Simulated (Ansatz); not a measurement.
## P: one atom moved over a plane

These are results of DFT PBEsol, scalar-relativistic, plane waves, PAW (Ansatz), not measurements. Settings: plane waves to 420 eV, k-mesh 16×16×12 (Γ-centred), Gaussian smearing 0.15 eV. No spin polarisation. Energies are free energies at this smearing, counted from the undisturbed cell; pressure is positive in compression.

The undisturbed cell (relaxed at this level):

```xyz
4
Lattice="1.6587 -5.1454 0.0000 1.6587 5.1454 0.0000 0.0000 0.0000 4.1972" Properties=species:S:1:pos:R:3 pbc="T T T"
P     1.6587    4.0619    3.8913
P     1.6587   -1.0834    2.4045
P     1.6587   -4.0619    0.3059
P     1.6587    1.0834    1.7927
```

The cell holds layers and no dispersion correction was added, so their binding is poorly described.

Atom 1 (P) is moved by p along (0.707, 0.707, 0.000) and q along (0.000, 0.000, 1.000) (Å), all else fixed. Points are written (p, q).

Energy above the undisturbed cell in eV/cell (a dash: not computed):

```csv
p \ q,-0.200,-0.100,0.000,0.100,0.200
-0.200,0.52,0.27,0.17,0.21,0.34
-0.100,0.34,–,–,–,–
0.000,0.28,–,0.00,–,0.22
0.200,0.52,–,0.21,–,0.42
```

Pressure in GPa:

| p \ q | -0.200 | -0.100 | 0.000 | 0.100 | 0.200 |
| --- | --- | --- | --- | --- | --- |
| -0.200 | 2.8 | 0.6 | -1.2 | -2.7 | -3.8 |
| -0.100 | 2.7 | – | – | – | – |
| 0.000 | 3.2 | – | 0.0 | – | -1.9 |
| 0.200 | 5.9 | – | 3.0 | – | 1.5 |

Cost: 12 runs of about 12 core-minutes in all, on AMD EPYC 9R45 (Zen 5) (shared hosts).